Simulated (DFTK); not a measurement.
NiO:

```
Ni O
1.0
     0.00000    2.08590    2.08590
     2.08590    0.00000    2.08590
     2.08590    2.08590    0.00000
Ni O
1 1
Direct
  0.00000 0.00000 0.00000
  0.50000 0.50000 0.50000
```

Alike in all runs: program DFTK 0.8.2; functional PBE; potentials or basis dojo.nc.sr.pbe.v0_4_1.standard.upf (PBE); cutoff 1333 eV; k mesh 11 × 11 × 11; occupations fermi-dirac, width 0.05 eV.

Starts and where they ended:

```csv
start,free energy over the lowest (meV/atom),net moment (μB),site or absolute moments (μB),gap
"collinear spin, ferromagnetic start of up to 1 μB",0.0,1.83,Ni +1.51; O +0.32,none (metal or under the smearing width)
"collinear spin, zero start",73.9,0.00,absolute 0.00,none (metal or under the smearing width)
"collinear spin, ferromagnetic start of up to 2.5 μB",0.0,1.83,Ni +1.51; O +0.32,none (metal or under the smearing width)
no spin polarisation,73.9,-,-,none (metal or under the smearing width)
```

The spin-polarised runs without a constraint all converged, yet they end up to 74 meV/atom apart: a converged run can sit in a state that isn't the lowest. Allowing spin polarisation gains 74 meV/atom. A still lower state may exist.

Caveats: semilocal functionals often make such compounds metallic where correlation or magnetic order opens a gap, which also shifts bond lengths; a cell with one magnetic atom can't hold antiferromagnetic order, which such compounds often take (some runs).
